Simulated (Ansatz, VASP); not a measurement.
# Hf2C: VASP beside Ansatz

INCAR

```
  ALGO = Normal
  EDIFF = 1E-7
  ENCUT = 520
  GGA = PE
  ISIF = 2
  ISMEAR = 0
  LASPH = True
  LCHARG = True
  LELF = True
  LREAL = False
  LVHAR = True
  LWAVE = False
  NBANDS = 19
  NELM = 80
  PREC = Accurate
  SIGMA = 0.1
```

The input KPOINTS:

```
k-points
0
Gamma
  6 6 4
```

Contents of POSCAR:

```
Hf2C
1.0
    3.0335185100      0.0000000000      0.0000000000
    0.0000000000      3.0335185100      0.0000000000
    0.0000000000      0.0000000000      5.9622422800
Hf C
2 1
Direct
    0.0000000000      0.0000000000      0.8185928600
    0.0000000000      0.0000000000      0.1814071400
    0.0000000000      0.0000000000      0.5000000000
```

Input for Ansatz:

```yaml
crystal:
  lattice:
    - [3.03351851, 0.0, 0.0]
    - [0.0, 3.03351851, 0.0]
    - [0.0, 0.0, 5.96224228]
  atoms:
    - { symbol: Hf, position: [0.0, 0.0, 0.81859286] }
    - { symbol: Hf, position: [0.0, 0.0, 0.18140714] }
    - { symbol: C, position: [0.0, 0.0, 0.5] }
basis:
  ecutwfc: 420
kpoints:
  mp_grid: { grid: [6, 6, 4] }
hamiltonian:
  xc: pbe
scf:
  occupations: { method: gaussian, width: 0.1 }
  lower_state_search: "off"
output:
  forces: true
  stress: true
  eigenvalues: true
```

Alike in both runs: task single point; functional PBE; k mesh 6 × 6 × 4; occupations gaussian, width 0.1 eV; no spin polarisation.

|  | VASP | Ansatz |
| --- | --- | --- |
| version | VASP 6.6.1 | Ansatz 0.2.0 |
| potentials or method | VASP PAW PBE potentials, release 64 (Hf_pv, C) | scalar-relativistic, plane waves, PAW |
| plane-wave cutoff (eV) | 520 | 420 |
| valence electrons in the cell | 24 | 56 |

|  | VASP | Ansatz | Ansatz less VASP |
| --- | --- | --- | --- |
| gap on the k mesh at the Fermi level (eV) | none | none | - |
| rms of the force components (eV/Å) | 2.655 | 2.785 | +0.1296 |

Atom by atom the forces differ by 0.130 eV/Å (rms over components). A gap of «none» marks a metal or a gap that the smearing closes. The two sets of potentials don't hold the same shells in valence.

Caveats: forces of over 1 eV/Å show positions far from the minimum, so gaps and moduli don't describe the material at rest. The runs have no spin-orbit coupling, so splittings on Hf are missing.
